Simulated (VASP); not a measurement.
# Fe (Fmmm) in VASP: a series of runs

One crystal, Fe, is run at these levels: PBEsol; tasks: single point.

All numbers are computed with VASP 6.6.1; they aren't measurements. Logs are shortened: lines on timing, memory, paths and dates and some standing lists are left out, and cuts for length are marked.

### 1 The crystal as given

The structure is orthorhombic, space group Fmmm (No. 69). The conventional cell has a = 2.997 Å, b = 3.883 Å, c = 3.930 Å, α = 90.00°, β = 90.00°, γ = 90.00°. Fe (site symmetry mmm) has 12 Fe at 2.45 to 2.76 Å as nearest neighbours.

### 2 Single point, PBEsol, collinear spin, ferromagnetic start

INCAR reads:

```
SYSTEM = Fe
ADDGRID = .False.
ALGO = Normal
EDIFF = 1E-6
ENCUT = 450
GGA = PS
ISIF = 2
ISMEAR = -1
ISPIN = 2
LASPH = .True.
LCHARG = .False.
LMAXMIX = 4
LORBIT = 11
LREAL = .False.
LWAVE = .False.
MAGMOM = 3
NELM = 100
PREC = Accurate
SIGMA = 0.4
```

KPOINTS reads:

```
k-points
0
Gamma
  14 14 14
  0 0 0
```

POSCAR reads:

```
Fe
1.0
    0.0000000000      1.9417396906      1.9651051623
    1.4984397099      0.0000000000      1.9651051623
    1.4984397099      1.9417396906      0.0000000000
Fe
1
Direct
    0.0000000000      0.0000000000      0.0000000000
```

Potentials or basis: VASP PAW PBE potentials, release 64 (Fe).

Launch:

```
$ cat potpaw_PBE.64/Fe/POTCAR > POTCAR
$ mpirun -np 1 vasp_std > vasp.out
```

OUTCAR:

```text
SYSTEM = Fe
   EDIFF = 1E-6
   ENCUT = 450
   GGA = PS
   ISIF = 2
   ISMEAR = -1
   ISPIN = 2
   LASPH = .True.
   LORBIT = 11
   LREAL = .False.
   NELM = 100
   PREC = Accurate

 Found    428 irreducible k-points:

 Following reciprocal coordinates:
            Coordinates               Weight
  0.000000  0.000000  0.000000      1.000000
  0.071429 -0.000000 -0.000000      8.000000
  0.142857  0.000000 -0.000000      8.000000
  0.214286  0.000000 -0.000000      8.000000
  0.285714  0.000000  0.000000      8.000000
  0.357143  0.000000 -0.000000      8.000000
   k-points           NKPTS =    428   k-points in BZ     NKDIM =    428   number of bands    NBANDS=     10
   number of dos      NEDOS =    301   number of ions     NIONS =      1
   total plane-waves  NPLWV =   6480
   dimension x,y,z NGX =    20 NGY =   18 NGZ =   18
   dimension x,y,z NGXF=    40 NGYF=   36 NGZF=   36
   ions per type =               1
   NGX,Y,Z   is equivalent  to a cutoff of  12.04, 12.11, 12.20 a.u.
   NGXF,Y,Z  is equivalent  to a cutoff of  24.07, 24.22, 24.40 a.u.
 SYSTEM =  Fe
   PREC   = accura    normal or accurate (medium, high low for compatibility)
   ISTART =      0    job   : 0-new  1-cont  2-samecut
   ICHARG =      2    charge: 1-file 2-atom 10-const
   ISPIN  =      2    spin polarized calculation?
   LNONCOLLINEAR =      F non collinear calculations
   LSORBIT =      F    spin-orbit coupling
   LASPH  =      T    aspherical Exc in radial PAW
   ENCUT  =  450.0 eV  33.07 Ry    5.75 a.u.   4.78  4.27  4.24*2*pi/ulx,y,z
   NELM   =    100;   NELMIN=  2; NELMDL= -5     # of ELM steps
   EDIFF  = 0.1E-05   stopping-criterion for ELM
   LREAL  =      F    real-space projection
   EDIFFG = 0.1E-04   stopping-criterion for IOM
   NSW    =      0    number of steps for IOM
   IBRION =     -1    ionic relax: 0-MD 1-quasi-New 2-CG
   NFREE  =      0    steps in history (QN), initial steepest desc. (CG)
   ISIF   =      2    stress and relaxation
   ISYM   =      2    0-nonsym 1-usesym 2-fastsym
   POTIM  = 0.5000    time-step for ionic-motion
   TEBEG  =    0.0;   TEEND  =   0.0 temperature during run
   PSTRESS=    0.0 pullay stress
   NELECT =       8.0000    total number of electrons
   NUPDOWN=      -1.0000    fix difference up-down
   EMIN   =  10.00;   EMAX   =-10.00  energy-range for DOS
   EFERMI =   0.00;   METHOD = LEGACY
   ISMEAR =    -1;   SIGMA  =   0.40  broadening in eV -4-tet -1-fermi 0-gaus
   EFERMI_NEDOS =   21; number of points for ismear=-14 and -15
   IALGO  =     38    algorithm
   IMIX   =      4    mixing-type and parameters
     AMIX     =   0.40;   BMIX     =  1.00
     AMIX_MAG =   1.60;   BMIX_MAG =  1.00
  volume/ion in A,a.u.               =      11.44        77.17
  Fermi-wavevector in a.u.,A,eV,Ry     =   1.453303  2.746344 28.736719  2.112089
  Thomas-Fermi vector in A             =   2.570585
   LORBIT       =     11    0 simple, 1 ext, 2 COOP (PROOUT), +10 PAW based schemes
   GGA     = PS    functional components
   LHFCALC =     F    Hartree Fock is set to
   AEXX    =    0.0000 exact exchange contribution
   IVDW    =     0    specifies the selected vdW correction
   LEPSILON=     F    determine dielectric tensor
   LRPA    =     F    only Hartree local field effects (RPA)
 spin polarized calculation
  energy-cutoff  :      450.00
  volume of cell :       11.44
 maximum number of plane-waves:       261
   NGX =  9   NGY =  9   NGZ =  9

 number of electron       7.9999998 magnetization       1.8055730

 Free energy of the ion-electron system (eV)
  ---------------------------------------------------
  ext. energy  EPLUGINS =         0.00000000
  ---------------------------------------------------
  free energy    TOTEN  =        -9.20202326 eV

  energy without entropy =       -8.42483100  energy(sigma->0) =       -8.81342713

 E-fermi :   5.7646     XC(G=0): -13.2530

 val. band max:        5.7633165969   @ k =  -0.3571   0.0714   0.1429
 cond. band min:       5.7653230163   @ k =  -0.2857   0.4286   0.1429
 fundamental gap:      0.0020064194
 Fermi energy:         5.7646412640

 spin component 1

 k-point     1 :       0.0000    0.0000    0.0000
  band No.  band energies     occupation
      1      -2.8752      1.00000
      2       3.2956      0.99792
      3       3.3941      0.99734
      4       3.7455      0.99362
      5       4.5080      0.95858
      6       4.8997      0.89682
      7      29.3613      0.00000
      8      30.8407      0.00000
      9      31.1056      0.00000
     10      35.0769      0.00000

 k-point     2 :       0.0714   -0.0000   -0.0000
  band No.  band energies     occupation
      1      -2.6700      1.00000
      2       3.3084      0.99785
      3       3.4038      0.99727
      4       3.7776      0.99309
      5       4.4751      0.96172
      6       4.8751      0.90237
      7      28.5404      0.00000
      8      30.1322      0.00000
      9      30.8239      0.00000
     10      34.3451      0.00000

 k-point     3 :       0.1429    0.0000   -0.0000
  band No.  band energies     occupation
      1      -2.0751      1.00000
      2       3.2812      0.99799
      3       3.3448      0.99765
      4       4.0006      0.98799
      5       4.4090      0.96736
      6       4.8311      0.91165
      7      25.8322      0.00000
      8      29.1032      0.00000
      9      30.4249      0.00000
     10      33.5600      0.00000

 k-point     4 :       0.2143    0.0000   -0.0000
  band No.  band energies     occupation
      1      -1.1689      1.00000
      2       3.1371      0.99860
      3       3.2416      0.99818
      4       4.3893      0.96888
      5       4.4442      0.96447
      6       4.8134      0.91514
      7      22.5455      0.00000
      8      27.7771      0.00000
      9      29.9417      0.00000
     10      31.7608      0.00000

 k-point     5 :       0.2857    0.0000    0.0000
  band No.  band energies     occupation
      1      -0.1590      1.00000
      2       2.9283      0.99917
      3       3.3036      0.99788
      4       4.4285      0.96579
      5       4.8494      0.90788
      6       4.9983      0.87166
      7      19.2666      0.00000
      8      26.4421      0.00000
      9      29.1357      0.00000
     10      30.3296      0.00000

 k-point     6 :       0.3571    0.0000   -0.0000
  band No.  band energies     occupation
      1       0.5416      1.00000
      2       2.7381      0.99948
      3       3.8924      0.99081
      4       4.4929      0.96005
      5       4.9426      0.88647
      6       5.5405      0.63652
      7      16.2404      0.00000
      8      25.3631      0.00000
      9      27.8796      0.00000
     10      29.8284      0.00000

 [... further k-points ...]

 spin component 2

 k-point     1 :       0.0000    0.0000    0.0000
  band No.  band energies     occupation
      1      -2.6402      1.00000
      2       4.8177      0.91430
      3       4.9456      0.88570
      4       5.4149      0.70565
      5       6.5606      0.12027
      6       7.1565      0.02990
      7      29.2944      0.00000
      8      30.8191      0.00000
      9      31.1080      0.00000
     10      35.4491      0.00000

 k-point     2 :       0.0714   -0.0000   -0.0000
  band No.  band energies     occupation
      1      -2.4341      1.00000
      2       4.8285      0.91216
      3       4.9542      0.88350
      4       5.4438      0.69044
      5       6.5190      0.13172
      6       7.1267      0.03213
      7      28.6304      0.00000
      8      30.1649      0.00000
      9      30.8813      0.00000
     10      34.8266      0.00000

 k-point     3 :       0.1429    0.0000   -0.0000
  band No.  band energies     occupation
      1      -1.8337      1.00000
      2       4.7940      0.91884
      3       4.8913      0.89873
      4       5.6606      0.56468
      5       6.4287      0.15973
      6       7.0690      0.03694
      7      26.2026      0.00000
      8      29.1785      0.00000
      9      30.6177      0.00000
     10      34.0579      0.00000

 k-point     4 :       0.2143    0.0000   -0.0000
  band No.  band energies     occupation
      1      -0.9019      1.00000
      2       4.6580      0.94085
      3       4.7178      0.93195
      4       6.1249      0.28893
      5       6.3787      0.17723
      6       7.0334      0.04024
      7      23.0912      0.00000
      8      27.9135      0.00000
      9      30.2933      0.00000
     10      32.3549      0.00000

 k-point     5 :       0.2857    0.0000    0.0000
  band No.  band energies     occupation
      1       0.2148      1.00000
      2       4.4369      0.96509
      3       4.6099      0.94720
      4       6.4053      0.16773
      5       6.7199      0.08408
      6       7.0467      0.03897
      7      19.9512      0.00000
      8      26.5914      0.00000
      9      29.6819      0.00000
     10      30.7873      0.00000

 k-point     6 :       0.3571    0.0000   -0.0000
  band No.  band energies     occupation
      1       1.2052      0.99999
      2       4.2238      0.97921
      3       4.8366      0.91052
      4       6.4567      0.15056
      5       7.1068      0.03372
      6       7.3141      0.02036
      7      17.0723      0.00000
      8      25.5011      0.00000
      9      28.4424      0.00000
     10      30.2911      0.00000

 [... further k-points ...]

------------------------ aborting loop because EDIFF is reached ----------------------------------------

  FORCE on cell =-STRESS in cart. coord.  units (eV):
  Direction    XX          YY          ZZ          XY          YZ          ZX
  --------------------------------------------------------------------------------------
  -------------------------------------------------------------------------------------
  Total       -0.9019730     -0.5898406     -0.7551420      0.0000000      0.0000000      0.0000000
  in kB     -126.3740965    -82.6416933   -105.8018207      0.0000000      0.0000000      0.0000000
  external PRESSURE =    -104.9392035 kB  Pullay stress =       0.0000000 kB

 VOLUME and BASIS-vectors are now :
 -----------------------------------------------------------------------------
  energy-cutoff  :      450.00
  volume of cell :       11.44
      direct lattice vectors                 reciprocal lattice vectors
     0.000000000  1.941739691  1.965105162    -0.333680426  0.257501045  0.254439309
     1.498439710  0.000000000  1.965105162     0.333680426 -0.257501045  0.254439309
     1.498439710  1.941739691  0.000000000     0.333680426  0.257501045 -0.254439309

 POSITION                                       TOTAL-FORCE (eV/Angst)
 -----------------------------------------------------------------------------------
      0.00000      0.00000      0.00000        -0.000000      0.000000      0.000000
 -----------------------------------------------------------------------------------
    total drift:                                0.000000     -0.000000     -0.000000

  FREE ENERGIE OF THE ION-ELECTRON SYSTEM (eV)
  ---------------------------------------------------
  free  energy   TOTEN  =        -9.2020232644 eV

  energy  without entropy=       -8.4248309991  energy(sigma->0) =       -8.81342713

 total charge

# of ion       s       p       d       tot
------------------------------------------
    1        0.488   0.536   6.236   7.260

 magnetization (x)

# of ion       s       p       d       tot
------------------------------------------
    1       -0.009  -0.032   1.836   1.794
```

It took 84 s on 1 thread of Intel Xeon Platinum 8259CL at 2.50GHz (Skylake/Cascade Lake), shared host; peak memory 0.18 GiB.

These settings aren't checked as converged: the numbers below hold their error.

What came out:

- Free energy: -9.2020 eV
- Pressure: -10.5 GPa
- Band gap on the k mesh: none (metal or under the smearing width)
- Net moment: 1.81 μB per cell
- Site moments: Fe +1.79 μB
- Valence electrons inside the program's atomic spheres: Fe 7.26

Caveat: the PAW data sets were made with another functional, which shifts forces and pressure a little.

### 3 Single point, PBEsol, collinear spin, ferromagnetic start

INCAR, as its differences from that of step 2:

```diff
@@ -18,2 +18,2 @@
 PREC = Accurate
-SIGMA = 0.4
+SIGMA = 0.2
```

KPOINTS is that of step 2.

POSCAR is that of step 2.

Potentials or basis: VASP PAW PBE potentials, release 64 (Fe).

Launch:

```
$ cat potpaw_PBE.64/Fe/POTCAR > POTCAR
$ mpirun -np 1 vasp_std > vasp.out
```

Wall time 69 s (1 thread of Intel Xeon Platinum 8259CL at 2.50GHz (Skylake/Cascade Lake), shared host); peak memory 0.18 GiB.

The run converged, but some of its settings lie outside the range that counts as converged, so its numbers aren't taken as properties of the crystal.

What came out:

```
Free energy                                           : -8.9468 eV
Pressure                                              : -9.6 GPa
Band gap on the k mesh                                : none (metal or under the smearing width)
Net moment                                            : 2.18 μB per cell
Site moments                                          : Fe +2.17 μB
Valence electrons inside the program's atomic spheres : Fe 7.26
```

Caveat: the PAW data sets were made with another functional, which shifts forces and pressure a little.

[end of part 1 of 2]
